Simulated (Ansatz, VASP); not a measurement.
**Two plane-wave programs on Sb**

```
Sb
1.0
     3.24211    0.00000    0.00000
     0.00000    3.24211    0.00000
     0.00000    0.00000    3.24211
Sb
1
Direct
  0.00000 0.00000 0.00000
```

This isn't the form of Sb at room conditions, which is rhombohedral.

Alike in both runs: task single point; functional r2SCAN; dispersion D3(BJ); k mesh 8 × 8 × 8; non-collinear spin, spin-orbit coupling.

```csv
,VASP,Ansatz
version,VASP 6.6.1,Ansatz 0.2.0
potentials or method,"VASP PAW PBE potentials, release 64 (Sb)",Ansatz PAW
plane-wave cutoff (eV),520,500
occupations,tetrahedron,tetrahedron-uncorrected
valence electrons in the cell,5,15
```

```tsv
	VASP	Ansatz	Ansatz less VASP
gap on the k mesh at the Fermi level (eV)	none	none	-
pressure (GPa)	-6.4	-6.4	+0.01
net moment per atom (μB)	0.00	0.00	0.000
dispersion energy (meV/atom)	-195.3	-195.4	-0.12
```

A gap of «none» marks a metal or a gap that the smearing closes. The two sets of potentials don't hold the same shells in valence.

Caveats: the PAW data sets were made with another functional, which shifts forces and pressure a little (VASP); pairwise dispersion overbinds metals, which lowers pressure and volume (Ansatz); the PAW data sets come from PBE, with cores solved anew for the run's functional, which leaves a small shift of forces and pressure (Ansatz); the dispersion damping was fitted for another functional or another form of the correction (Ansatz).
